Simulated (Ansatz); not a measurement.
The system is Fe2Si.

```
CELL_PARAMETERS angstrom
-1.34748 1.34748 4.45257
1.34748 -1.34748 4.45257
1.34748 1.34748 -4.45257
ATOMIC_POSITIONS crystal
Fe 0.66037 0.66037 0.00000
Fe 0.33963 0.33963 0.00000
Si 0.00000 0.00000 0.00000
```

The cell comes from a database or a generator and needn't be the stable form of this composition.

Alike in all runs: program Ansatz 0.2.0; functional PBEsol; potentials or basis Ansatz PAW; cutoff 420 eV (not typed: the program's choice for these potentials); k mesh 11 × 11 × 11; occupations fermi-dirac, width 0.05 eV.

The same cell was started in several ways:

```csv
start,free energy over the lowest (meV/atom),net moment (μB),site or absolute moments (μB),gap
"collinear spin, ferromagnetic start of up to 4.5 μB; fixed moment 9",2806.3,9.00,Fe +3.65; Si +0.57,-
"collinear spin, ferromagnetic start of up to 2.25 μB; fixed moment 4.5",183.0,4.50,Fe +2.20; Si -0.02,-
"collinear spin, ferromagnetic start of up to 1.5 μB; fixed moment 3",0.0,3.00,Fe +1.54; Si -0.06,-
"collinear spin, program default start; fixed moment 0",38.8,0.00,-,-
"collinear spin, ferromagnetic start of up to 3.75 μB; fixed moment 7.5",1548.3,7.50,Fe +3.22; Si +0.35,-
"collinear spin, ferromagnetic start of up to 0.75 μB; fixed moment 1.5",1.1,1.50,Fe +0.80; Si -0.04,-
"collinear spin, ferromagnetic start of up to 3 μB; fixed moment 6",647.1,6.00,Fe +2.75; Si +0.14,-
"collinear spin, ferromagnetic start of up to 6 μB; fixed moment 12",6720.6,12.00,Fe +4.34; Si +1.08,-
```

All polarised runs hold their moment fixed, so the table maps the energy against it. A still lower state may exist.

Caveats: the total moment is fixed, so each spin has its own Fermi level; forces of over 1 eV/Å show positions far from the minimum, so gaps and moduli don't describe the material at rest (some runs).
